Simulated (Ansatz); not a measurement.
The parent structure is ZnTe in the zinc blende structure (space group F-43m, No. 216; a = 6.066 Å). Axes: x, y, z lie along the cube axes.

Structures relaxed with PBEsol (Ansatz, a program for electronic structure, PAW, spin-orbit coupling left out).

Base:

Simulated powder pattern, Mo Kα, λ = 0.71073 Å (kinematic, ideal powder, no thermal factors, no anomalous dispersion; the 8 strongest lines at most, above 2 %, up to 2θ = 40°):

```csv
2θ (°),I/Imax (%),hkl
11.65,100,(111)
19.08,78,(220)
22.41,53,(311)
27.11,14,(400)
29.59,23,(331)
33.36,29,(422)
35.45,17,(511)
38.71,8.6,(440)
```

Modification: biaxial strain +1.06 %, plane normal [001], relaxed out of plane (Cartesian); in-plane vectors clamped, the third vector and the atoms free.

After the change:

Simulated powder pattern, Mo Kα, λ = 0.71073 Å (kinematic, ideal powder, no thermal factors, no anomalous dispersion; the 8 strongest lines at most, above 2 %, up to 2θ = 40°):

```
2θ (°)  I/Imax (%)    hkl
------  ----------  -----
11.61          100  (111)
18.87           27  (202)
19.09           52  (220)
22.22           36  (311)
22.59           17  (131)
26.82          9.7  (400)
29.60           15  (331)
33.13           20  (422)
```

The indices refer to the base's conventional cell; one index is shown for lines that coincide. The space group is now I-4m2 (No. 119).

No phonon test of stability was made.
